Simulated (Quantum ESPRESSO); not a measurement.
**Ca under changes of volume**

One of the cells (43.632 Å³/atom); the others are scaled copies at fixed shape and fractional positions:

```
CELL_PARAMETERS angstrom
0.00000 2.79420 2.79420
2.79420 0.00000 2.79420
2.79420 2.79420 0.00000
ATOMIC_POSITIONS crystal
Ca 0.00000 0.00000 0.00000
```

```yaml
Program: Quantum ESPRESSO 7.5
Functional: LDA
Potentials_or_basis: PseudoDojo 0.4.1 SR LDA standard
Cutoff: 980 eV
Density_cutoff: 3918 eV
k_mesh: 8 × 8 × 8
Occupations: fermi-dirac, width 0.05 eV
Spin: no spin polarisation
```

```tsv
volume (Å³/atom)	energy over the lowest point (meV/atom)	pressure (GPa)
41.014	0.00	-1.3
41.886	8.14	-1.6
42.759	17.83	-1.9
43.632	28.93	-2.1
44.504	41.31	-2.4
45.377	54.86	-2.6
46.250	?	?
```

**Question.** What does the run at 46.250 Å³/atom give?

**Answer.** Energy over the lowest point 69.46 meV/atom; pressure -2.8 GPa.

Worked out: A Birch-Murnaghan fit of order 3 (a polynomial in V^(-2/3)) to the other rows has no minimum within the range. It gives 69.48 meV/atom at 46.250 Å³/atom, against the run's 69.46, and -dE/dV = -2.8 GPa, against -2.8.

Energies are extrapolated to zero smearing.
